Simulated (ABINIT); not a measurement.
A run of ABINIT 10.8.3 (patched build) is set up as follows.

File run.abi:

```
# Datasets: ground state, then fixed potential
ndtset 2

# Pseudopotentials
pp_dirpath "./"
pseudos "Hf.LDA_PW-JTH.xml, O.LDA_PW-JTH.xml"

# Structure
acell 10.5000647902 6.2995853399 12.2926589921
rprim
     1.0000000000     0.0000000000     0.0000000000
     0.0000000000     1.0000000000     0.0000000000
     0.0000000000     0.0000000000     1.0000000000
ntypat 2
znucl 72 8
natom 12
typat 1 1 1 1 2 2 2 2 2 2 2 2
xred
     0.7486820000     0.7500000000     0.6078710000
     0.2513180000     0.2500000000     0.3921290000
     0.2486820000     0.7500000000     0.8921290000
     0.7513180000     0.2500000000     0.1078710000
     0.6394990000     0.2500000000     0.4234000000
     0.3605010000     0.7500000000     0.5766000000
     0.1394990000     0.2500000000     0.0766000000
     0.8605010000     0.7500000000     0.9234000000
     0.5207940000     0.2500000000     0.8414530000
     0.4792060000     0.7500000000     0.1585470000
     0.0207940000     0.2500000000     0.6585470000
     0.9792060000     0.7500000000     0.3414530000
chkprim 0
chksymtnons 0
tolsym 1.0e-6

# Plane-wave basis
ecut 625.861884 eV
pawecutdg 45.0

# Exchange and correlation
ixc 7

# Bands and occupations
occopt 3
tsmear 0.00183747

# SCF cycle
nstep 100

# Output
iomode 3
prtwf 0
prteig 0
prtebands 0
enunit 1
prtden1 1

# Dataset 1
kptopt1 1
ngkpt1 4 7 3
nshiftk1 1
shiftk1 0.0 0.0 0.0
nband1 58
tolvrs1 1.0e-9

# Dataset 2: bands along G-X-S-Y-G-Z-U-R-T-Z
iscf2 -2
getden2 1
nband2 64
nbdbuf2 4
tolwfr2 1.0e-11
kptopt2 -9
ndivsm2 5
prteig2 1
prtvol2 -3
kptbounds2
     0.0000000000     0.0000000000     0.0000000000
     0.0000000000    -0.5000000000     0.0000000000
    -0.5000000000    -0.5000000000     0.0000000000
    -0.5000000000     0.0000000000     0.0000000000
     0.0000000000     0.0000000000     0.0000000000
     0.0000000000     0.0000000000    -0.5000000000
     0.0000000000    -0.5000000000    -0.5000000000
    -0.5000000000    -0.5000000000    -0.5000000000
    -0.5000000000     0.0000000000    -0.5000000000
     0.0000000000     0.0000000000    -0.5000000000
```

Potentials or basis: JTH PAW LDA v2.0.

Launch:

```bash
$ abinit run.abi > log 2>&1
```

Q: What does it give for the band gap on the k mesh?

A: 3.27 eV, direct.

Q: What does it give for the largest force?

A: 0.187 eV/Å.

Q: What does it give for the band gap along the path?

A: 3.27 eV, direct.

Stress tensor (GPa, compression positive):
```
-16.67   0.00   0.00
  0.00 -16.83   0.00
  0.00   0.00 -16.80
```

Caveat: spin-orbit coupling is left out, which moves the levels of the heavy elements. As with any semilocal functional, this LDA gap is likely too small.
